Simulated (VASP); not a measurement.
# Ge: band structure with PBE0

**The experiment to reproduce.**

From “Temperature-dependent photoluminescence in Ge: experiment and theory”, 2020, arxiv:2003.00143, for a bulk crystal of Ge at 0 K: band gap 0.744 eV (indirect).

Ge:

```xyz
2
Lattice="0.0000 2.8370 2.8370 2.8370 0.0000 2.8370 2.8370 2.8370 0.0000" Properties=species:S:1:pos:R:3 pbc="T T T"
Ge    0.0000    0.0000    0.0000
Ge    1.4185    1.4185    1.4185
```

```
Program                            : VASP 6.6.1
Task                               : band structure
Functional                         : PBE0
Potentials or basis                : VASP PAW PBE potentials, release 64 (Ge_d)
Cutoff                             : 520 eV
k mesh                             : 6 × 6 × 6
Occupations                        : gaussian, width 0.03 eV
Spin                               : no spin polarisation
Grid for exact exchange (PRECFOCK) : Fast
Exchange at q = 0                  : truncated
Further INCAR settings             : ALGO = Normal; EDIFF = 1e-07; NBANDS = 21
```

The pressure is 0.0 GPa. The band gap on the k mesh is 1.37 eV, direct and the band gap along the path is 1.37 eV, direct.

Levels at points of the mesh, in eV from the valence-band top:
```csv
k point,band 10,band 11,band 12,band 13,band 14,band 15,band 16,band 17,band 18,band 19
"(0.00, 0.00, 0.00)",-27.78,-14.12,0.00,0.00,0.00,1.37,3.86,3.86,3.86,7.85
"(0.50, 0.00, 0.00)",-27.76,-11.80,-8.38,-1.55,-1.55,1.39,5.12,5.12,8.58,12.21
"(0.50, 0.50, 0.00)",-27.75,-9.80,-9.80,-3.39,-3.39,1.91,1.91,11.44,11.44,13.45
```

It took 39 min on 2 MPI ranks on Intel(R) Xeon(R) Platinum 8488C (Sapphire Rapids) (shared host), peak memory 0.2 GiB a rank.

A measured gap of Ge is 0.744 eV (indirect; 0 K; “Temperature-dependent photoluminescence in Ge: experiment and theory”, 2020, arxiv:2003.00143); the calculated 1.37 eV misses it by +0.63 eV. 3 values of this kind are on record (0.666 to 0.807 eV); this one was drawn at random among those near their median. Spin-orbit coupling on Ge is left out. The value is that of PBE0, without temperature or zero-point motion.

Caveat: the PAW data sets were made with another functional, which shifts forces and pressure a little.
